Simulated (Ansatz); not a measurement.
## AgCl under compression and expansion

Space group Fm-3m (No. 225). a = 5.546 Å, b = 5.546 Å, c = 5.546 Å, α = 90.00°, β = 90.00°, γ = 90.00°
```csv
atom,site,symmetry,x,y,z
Ag,4b,m-3m,0.5000,0.0000,0.0000
Cl,4a,m-3m,0.0000,0.0000,0.0000
```

The runs use the primitive cell with vectors (0.000, 2.773, 2.773), (2.773, 0.000, 2.773), (2.773, 2.773, 0.000) Å, to which the k mesh refers.

The cell is COD entry 9011666, as deposited and not checked against the literature; nothing was relaxed.

Methods: DFT, PBE, all-electron LAPW, scalar-relativistic (Ansatz 0.2.0); DFT, PBE, PAW with Ansatz's default frozen-core files, scalar-relativistic (Ansatz 0.2.0).

For LAPW: a Γ-centred 9×9×9 k mesh, Fermi–Dirac smearing of 0.01 eV, basis error target 0.5 meV/atom, no spin polarisation. PAW takes a cutoff of 420 eV at this cell. The Ansatz runs share mesh, smearing and spin set-up. Plane-wave (PAW) pressures include the program's estimate of the Pulay term.

The cell above is scaled evenly, with fractional coordinates and shape held.

Question: Estimate the equilibrium volume and bulk modulus that full-potential LAPW gives for this fixed shape.

Answer: V0 = 22.09 Å³/atom, B0 = 42 GPa, B0′ = 5.3, from a third-order Birch–Murnaghan fit to these pressures:
| V/V(cell) | V (Å³/atom) | P, LAPW (GPa) | P, PAW (GPa) | gap on the k mesh, LAPW (eV) | free energy over the lowest listed, PAW (meV/atom) |
| --- | --- | --- | --- | --- | --- |
| 0.9600 | 20.473 | 3.89 | 3.88 | 0.96 | 18.0 |
| 0.9800 | 20.900 | 2.68 | 2.68 | 0.96 | 9.3 |
| 1.0000 | 21.327 | 1.61 | 1.61 | 0.96 | 3.7 |
| 1.0200 | 21.753 | 0.67 | 0.67 | 0.96 | 0.6 |
| 1.0400 | 22.180 | -0.17 | -0.17 | 0.97 | 0.0 |

PAW's V0 lies 0.00 % from the all-electron value and its B0 0.0 %. Symmetry fixes shape and coordinates here, so this is the relaxed modulus.
